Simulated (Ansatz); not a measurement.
All numbers below come from DFT PBE, scalar-relativistic, plane waves, PAW (Ansatz 0.2.0). Settings: cutoff 420 eV, Γ-centred meshes spaced at most about 0.3 Å⁻¹ (2π included), Gaussian smearing. No spin polarisation in the final relaxations.

All energies are static (0 K, no zero-point motion).

Two forms of SiC were relaxed alike.

1.

```xyz
12
Lattice="-3.1343 3.7799 2.7680 3.1343 -3.7799 2.7680 3.1343 3.7799 -2.7680" Properties=species:S:1:pos:R:3 pbc="T T T"
Si    2.5414    2.6737    0.0000
Si    2.5414   -2.6737    2.7680
Si    0.5928    6.4536    0.0000
Si    0.5928    1.1061    2.7680
Si    0.0000    3.7799    1.3840
Si    3.1343    0.0000    1.3840
C     0.6543    2.6039    0.0000
C     3.7885    1.1760    0.0000
C     0.0000    0.0000    1.3840
C     0.0000    0.0000    4.1519
C    -0.6543    2.6039    2.7680
C     2.4800    1.1760    2.7680
```

2.

```xyz
12
Lattice="-3.1413 3.1413 3.1413 3.1413 -3.1413 3.1413 3.1413 3.1413 -3.1413" Properties=species:S:1:pos:R:3 pbc="T T T"
Si    4.7119    0.7853    0.0000
Si    0.0000    1.5706    2.3559
Si    0.7853    0.0000    4.7119
Si    0.0000    4.7119    0.7853
Si    1.5706    2.3559    0.0000
Si    2.3559    0.0000    1.5706
C     0.7853    3.1413    1.5706
C     3.1413   -1.5706    2.3559
C     2.3559    3.1413   -1.5706
C     3.1413    1.5706    0.7853
C    -1.5706    2.3559    3.1413
C     1.5706    0.7853    3.1413
```

Question: Which form is favoured at zero pressure, and by what margin per atom?

Answer: Cell 1 is lower, by 79 meV/atom. Cell 1 has space group Ibam (No. 72), 10.9 Å³/atom and a gap of 1.07 eV on its mesh; cell 2 has space group I-43d (No. 220), 10.3 Å³/atom and a gap of 0.63 eV. Cell 1 holds Si–Si pairs (shortest 2.51 Å); in cell 2 the shortest Si–Si distance is 2.94 Å. The lower one is the more open, so pressure narrows the difference. Even the lower one lies +0.21 eV/atom against the reference forms of the elements (uncorrected), so neither is stable at this level. In cell 1, around Si on a site of symmetry m lie 4 C at 1.87–1.95 Å and 1 Si at 2.51 Å; around Si on a site of symmetry 222 lie 4 C at 1.93 Å; C on a site of symmetry m has 4 Si at 1.89–1.95 Å; 1 more site not described. In cell 2, around Si lie 4 C at 1.92 Å; C has 4 Si at 1.92 Å. Both come from invented guesses. The part of the Crystallography Open Database at hand lists SiC in space groups No. 36, 156, 160, 186, 216; no cell shown has one of them.

Kohn–Sham gaps at this level usually fall short of measured ones. Cells relaxed within their symmetry can be saddle points.
